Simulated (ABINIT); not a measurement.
Crystal: CaO.

```
CELL_PARAMETERS angstrom
0.00000 2.40356 2.40356
2.40356 0.00000 2.40356
2.40356 2.40356 0.00000
ATOMIC_POSITIONS crystal
Ca 0.00000 0.00000 0.00000
O 0.50000 0.50000 0.50000
```

The cell is a database's computed one.

Base run:

| Quantity | Value |
| --- | --- |
| Program | ABINIT 10.8.3 (patched build) |
| Functional | LDA |
| Potentials or basis | PseudoDojo NC SR LDA v0.4.1 standard |
| Cutoff | 1143 eV |
| k mesh | 10 × 10 × 10 |
| Occupations | fermi-dirac, width 0.05 eV |
| Spin | no spin polarisation |

Its results: band gap on the k mesh 3.49 eV, indirect (least direct gap 3.87 eV); pressure -7.3 GPa.

Question: After a change of settings the same cell gave: band gap on the k mesh 4.18 eV, indirect (least direct gap 4.56 eV); pressure -2.1 GPa. Which change was it?
A. functional from LDA to PW91; potentials or basis from PseudoDojo NC SR LDA v0.4.1 standard to JTH PAW PBE v2.0; cutoff from 1143 eV to 626 eV
B. potentials or basis from PseudoDojo NC SR LDA v0.4.1 standard to JTH PAW LDA v2.0; cutoff from 1143 eV to 626 eV; k mesh from 10 × 10 × 10 to 8 × 8 × 8
C. functional from LDA to SCAN; potentials or basis from PseudoDojo NC SR LDA v0.4.1 standard to JTH PAW PBE v2.0; cutoff from 1143 eV to 762 eV
D. potentials or basis from PseudoDojo NC SR LDA v0.4.1 standard to JTH PAW LDA v2.0; cutoff from 1143 eV to 626 eV; k mesh from 10 × 10 × 10 to 6 × 6 × 6

Answer: C.

Caveats: the PAW data sets were made with another functional, which shifts forces and pressure a little (some runs).
